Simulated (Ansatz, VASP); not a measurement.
Pb: VASP beside Ansatz

```
Pb
1.0
     3.49027    0.00000    0.00000
    -1.74513    3.02266    0.00000
     0.00000    0.00000    5.94189
Pb
2
Direct
  0.33333 0.66667 0.25537
  0.66667 0.33333 0.74463
```

Alike in both runs: task single point; functional PBE; k mesh 12 × 12 × 6; occupations gaussian, width 0.1 eV; no spin polarisation.

|  | VASP | Ansatz |
| --- | --- | --- |
| version | VASP 6.6.1 | Ansatz 0.2.0 |
| potentials or method | VASP PAW PBE potentials, release 64 (Pb_d) | scalar-relativistic, plane waves, PAW |
| plane-wave cutoff (eV) | 520 | 420 |
| valence electrons in the cell | 28 | 28 |

VASP gave:

| Quantity | Value |
| --- | --- |
| gap on the k mesh at the Fermi level (eV) | none |
| pressure (GPa) | 0.6 |
| largest component of the traceless stress (GPa) | 1.27 |
| rms of the force components (eV/Å) | 0.059 |

Problem. Estimate Ansatz's values.

Solution. gap on the k mesh at the Fermi level (eV): none; pressure (GPa): 0.7; largest component of the traceless stress (GPa): 1.26; rms of the force components (eV/Å): 0.059.

Atom by atom the forces differ by 0.000 eV/Å (rms over components). A gap of «none» marks a metal or a gap that the smearing closes.

The runs have no spin-orbit coupling, so splittings on Pb are missing.
